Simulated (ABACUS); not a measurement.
# NaF (Villiaumite) (Fm-3m) in ABACUS: equation of state

Aim: energy against volume of NaF (Villiaumite) in PBE, for its equilibrium volume and stiffness.

Program: ABACUS 3.10.1. These are calculated values, not measurements. Logs are shortened: lines on timing, memory, paths and dates and some standing lists are left out, and cuts for length are marked.

## Step 1: The crystal as given

Symmetry: Fm-3m, No. 225, cubic system. The conventional cell has a = 4.640 Å, b = 4.640 Å, c = 4.640 Å, α = 90.00°, β = 90.00°, γ = 90.00°. Na (site symmetry m-3m) is surrounded by 6 F at 2.32 Å. F (site symmetry m-3m) has 6 Na at 2.32 Å as nearest neighbours.

## Step 2: Equation of state, PBE, 11.74 Å³/atom (volume scaled by 0.94)

The input, INPUT:

```
INPUT_PARAMETERS
suffix              NaF
calculation         scf
basis_type          pw
pseudo_dir          ./
symmetry            1
dft_functional      pbe
ecutwfc             89
pseudo_rcut         10
nspin               1
nbands              12
ks_solver           dav
smearing_method     fd
smearing_sigma      0.00367493
scf_thr             1e-08
scf_nmax            100
mixing_type         broyden
mixing_beta         0.7
cal_force           1
cal_stress          1
kpar                4
```

The input, STRU:

```
ATOMIC_SPECIES
Na 22.9898 Na.upf
F 18.9984 F.upf

LATTICE_CONSTANT
1.8897261246

LATTICE_VECTORS
0.0000000000 2.2726397722 2.2726397722
2.2726397722 0.0000000000 2.2726397722
2.2726397722 2.2726397722 0.0000000000

ATOMIC_POSITIONS
Direct

Na
0.0
1
0.0000000000 0.0000000000 0.0000000000 1 1 1

F
0.0
1
0.5000000000 0.5000000000 0.5000000000 1 1 1
```

The input, KPT:

```
K_POINTS
0
Gamma
10 10 10 0 0 0
```

Potentials or basis: PseudoDojo NC SR 0.4.1 PBE standard, plane waves.

The run is started by

```bash
$ OMP_NUM_THREADS=1 mpirun -np 4 abacus > log
```

running log:

```text
ABACUS v3.10.1

               Atomic-orbital Based Ab-initio Computation at UStc

 ------------------------------------------------------------------------------------

 READING GENERAL INFORMATION
                           global_out_dir = OUT.NaF/
                           global_in_card = INPUT
                               pseudo_dir = ./
                              orbital_dir =
                                    DSIZE = 4
                                    GSIZE = 1

 READING UNITCELL INFORMATION
                                    ntype = 2
                  lattice constant (Bohr) = 1.88973
              lattice constant (Angstrom) = 1

 READING ATOM TYPE 1
                               atom label = Na
                      L=0, number of zeta = 1
                      L=1, number of zeta = 1
                      L=2, number of zeta = 1
             number of atom for this type = 1

 READING ATOM TYPE 2
                               atom label = F
                      L=0, number of zeta = 1
                      L=1, number of zeta = 1
                      L=2, number of zeta = 1
             number of atom for this type = 1

                        TOTAL ATOM NUMBER = 2
DIRECT COORDINATES
    atom                   x                   y                   z     mag                  vx                  vy                  vz
taud_Na1            0.0000000000        0.0000000000        0.0000000000  0.0000        0.0000000000        0.0000000000        0.0000000000
taud_F1            0.5000000000        0.5000000000        0.5000000000  0.0000        0.0000000000        0.0000000000        0.0000000000

                          Volume (Bohr^3) = 158.423
                             Volume (A^3) = 23.4758

 Lattice vectors: (Cartesian coordinate: in unit of a_0)
                   +0            +2.27264            +2.27264
             +2.27264                  +0            +2.27264
             +2.27264            +2.27264                  +0
 Reciprocal vectors: (Cartesian coordinate: in unit of 2 pi/a_0)
            -0.220008           +0.220008           +0.220008
            +0.220008           -0.220008           +0.220008
            +0.220008           +0.220008           -0.220008
 The esolver type has been set to : ksdft_pw

                PAO radial cut off (Bohr) = 10

 Read in pseudopotential file is Na.upf
                     pseudopotential type = NC
          exchange-correlation functional = PBE
                 nonlocal core correction = 0
                        valence electrons = 9
                                     lmax = 1
                           number of zeta = 3
                     number of projectors = 4
                           L of projector = 0
                           L of projector = 0
                           L of projector = 1
                           L of projector = 1
                PAO radial cut off (Bohr) = 10

 Read in pseudopotential file is F.upf
                     pseudopotential type = NC
          exchange-correlation functional = PBE
                 nonlocal core correction = 1
                        valence electrons = 7
                                     lmax = 2
                           number of zeta = 2
                     number of projectors = 5
                           L of projector = 0
                           L of projector = 0
                           L of projector = 1
                           L of projector = 1
                           L of projector = 2
     initial pseudo atomic orbital number = 9

 SETUP THE ELECTRONS NUMBER
            electron number of element Na = 9
      total electron number of element Na = 9
             electron number of element F = 7
       total electron number of element F = 7
            AUTOSET number of electrons:  = 16
                           occupied bands = 8
                                   NBANDS = 12
                                   NLOCAL = 18

%%%%%%%%%%%%%%%%%%%%%%%%%%%%%%%%%%%%%%%%%%%%%%%%%%%%%%%%%%%%%%%%%%%%%%%%%%%%%%%%%%%%%%%%%%%%%%%%%%%%%%%%%%
 Warning: the number of valence electrons in pseudopotential > 1 for Na: [Ne] 3s1
 Pseudopotentials with additional electrons can yield (more) accurate outcomes, but may be less efficient.
 If you're confident that your chosen pseudopotential is appropriate, you can safely ignore this warning.
%%%%%%%%%%%%%%%%%%%%%%%%%%%%%%%%%%%%%%%%%%%%%%%%%%%%%%%%%%%%%%%%%%%%%%%%%%%%%%%%%%%%%%%%%%%%%%%%%%%%%%%%%%

 SETUP THE PLANE WAVE BASIS
 energy cutoff for charge/potential (unit:Ry) = 356
            fft grid for charge/potential = [ 40, 40, 40 ]
                        fft grid division = [ 1, 1, 1 ]
        big fft grid for charge/potential = [ 40, 40, 40 ]
                                     nbxx = 64000
                                     nrxx = 64000

 SETUP PLANE WAVES FOR CHARGE/POTENTIAL
                    number of plane waves = 18053
                         number of sticks = 913

 PARALLEL PW FOR CHARGE/POTENTIAL
     PROC   COLUMNS(POT)             PW
        1            913          18053
 --------------- sum -------------------
        1            913          18053
[... 52 lines left out ...]
                     BRAVAIS LATTICE NAME = 02. Cubic I (body-centered)
                                    ibrav = 2
                       right hand lattice = 1
                        ROTATION MATRICES = 48
                               nkstot_ibz = 47
K-POINTS REDUCTION ACCORDING TO SYMMETRY
     IBZ    DIRECT_X    DIRECT_Y    DIRECT_Z  WEIGHT  ibz2bz
       1  0.00000000  0.00000000  0.00000000  0.0010       0
       2  0.10000000  0.10000000  0.10000000  0.0080       1
       3  0.20000000  0.20000000  0.20000000  0.0080       2
       4  0.30000000  0.30000000  0.30000000  0.0080       3
       5  0.40000000  0.40000000  0.40000000  0.0080       4
       6  0.50000000  0.50000000  0.50000000  0.0040       5
[... 22 lines left out ...]
      29  0.50000000  0.50000000  0.10000000  0.0240      45
      30 -0.20000000  0.40000000  0.40000000  0.0120      46
[... 17 further k points ...]

                               nkstot now = 47
[... K-POINTS DIRECT COORDINATES: 47 rows ...]

           k-point number in this process = 12
       minimum distributed K point number = 11
[... stars of the k points ...]

[... K-POINTS CARTESIAN COORDINATES: 12 rows ...]

[... K-POINTS DIRECT COORDINATES: 12 rows ...]

 SETUP PLANE WAVES FOR WAVE FUNCTIONS
     energy cutoff for wavefunc (unit:Ry) = 89
              fft grid for wave functions = [ 40, 40, 40 ]
                    number of plane waves = 2733
                         number of sticks = 253

 PARALLEL PW FOR WAVE FUNCTIONS
     PROC   COLUMNS(POT)             PW
        1            253           2733
 --------------- sum -------------------
        1            253           2733

 SETUP NONLOCAL PSEUDOPOTENTIALS IN PLANE WAVE BASIS
 Na non-local projectors:
 projector 1 L=0
 projector 2 L=0
 projector 3 L=1
 projector 4 L=1
 F non-local projectors:
 projector 1 L=0
 projector 2 L=0
 projector 3 L=1
 projector 4 L=1
 projector 5 L=2
      TOTAL NUMBER OF NONLOCAL PROJECTORS = 21

 Init Non-Local PseudoPotential table :
 Init Non-Local-Pseudopotential done.

                                     npwx = 2259

 Make real space PAO into reciprocal space.
       max mesh points in Pseudopotential = 1001
     dq(describe PAO in reciprocal space) = 0.01
                                    max q = 1136

 number of pseudo atomic orbitals for Na is 3
WARNING: norm of atomic wavefunction # 3 of atomic type Na is 0.996862, renormalized

 number of pseudo atomic orbitals for F is 2

 -------------------------------------------
 SELF-CONSISTENT
 -------------------------------------------
                                 init_chg = atomic

 PW ALGORITHM --------------- ION=   1  ELEC=   1--------------------------------

 Density error is 0.20731361413
                          Error Threshold = 0.01
----------------------------------------------------------
     Energy           Rydberg                 eV
----------------------------------------------------------
 E_KohnSham     -140.8858422381      -1916.8502219669
 E_Harris       -139.1064618765      -1892.6405101403
 E_Fermi        0.2160534131         2.9395574898
----------------------------------------------------------
[... 75 lines left out ...]
 Density error is 3.6020844228e-09
                          Error Threshold = 1.26348096863e-10
----------------------------------------------------------
     Energy           Rydberg                 eV
----------------------------------------------------------
 E_KohnSham     -140.9642695409      -1917.9172801645
 E_KS(sigma->0) -140.9642695409      -1917.9172801645
 E_Harris       -140.9645545706      -1917.9211581923
 E_band         -16.6813911834       -226.9619706618
 E_one_elec     -74.9494080387       -1019.7390110533
 E_Hartree      44.3847101493        603.8849621090
 E_xc           -25.0217698419       -340.4386438946
 E_Ewald        -85.3778018096       -1161.6245873257
 E_entropy(-TS) 0.0000000000         0.0000000000
 E_descf        0.0000000000         0.0000000000
 E_exx          0.0000000000         0.0000000000
 E_Fermi        0.4451531736         6.0566196431
----------------------------------------------------------

 charge density convergence is achieved
 final etot is -1917.9172802 eV
 EFERMI = 6.0566196431 eV

 STATE ENERGY(eV) AND OCCUPATIONS    NSPIN == 1
 1/12 kpoint (Cartesian) = 0.0000 0.0000 0.0000 (2229 pws)
       1       -45.5484     0.00200000
       2       -17.8170     0.00200000
       3       -17.4291     0.00200000
       4       -17.4291     0.00200000
       5       -17.4291     0.00200000
       6        1.37501     0.00200000
       7        1.37501     0.00200000
       8        1.37501     0.00200000
       9        8.04280    1.12011e-20
      10        20.8889        0.00000
      11        20.8889        0.00000
      12        20.8889        0.00000
[... 57 lines left out ...]
 6/12 kpoint (Cartesian) = 0.11000 0.11000 0.11000 (2252 pws)
       1       -45.5312     0.00800000
       2       -18.4687     0.00800000
       3       -17.4430     0.00800000
       4       -17.4430     0.00800000
       5       -16.6251     0.00800000
       6      -0.323753     0.00800000
       7        1.09505     0.00800000
       8        1.09505     0.00800000
       9        12.5637    2.41764e-59
      10        14.3779    4.21717e-75
      11        22.1642        0.00000
      12        22.1642        0.00000

[... levels at 6 further k points ...]

------------------------------------------------------------------------------------------
 TOTAL-FORCE (eV/Angstrom)
------------------------------------------------------------------------------------------
                       Na1         0.0000000000         0.0000000000         0.0000000000
                        F1         0.0000000000         0.0000000000         0.0000000000
------------------------------------------------------------------------------------------

----------------------------------------------------------------
 TOTAL-STRESS (KBAR)
----------------------------------------------------------------
        56.3826509186         0.0000000000        -0.0000000000
         0.0000000000        56.3826509186        -0.0000000000
         0.0000000000        -0.0000000000        56.3826509186
----------------------------------------------------------------
 TOTAL-PRESSURE: 56.382651 KBAR

 --------------------------------------------
 !FINAL_ETOT_IS -1917.9172801645447635 eV
 --------------------------------------------
```

Run time: 5.5 s. Hardware: 4 MPI ranks of Intel Xeon 6975P-C (Granite Rapids), shared host; peak memory 0.28 GiB.

Results:

- Free energy: -1917.9173 eV
- Pressure: 5.6 GPa
- Band gap on the k mesh: 6.67 eV, direct

[end of part 1 of 2]
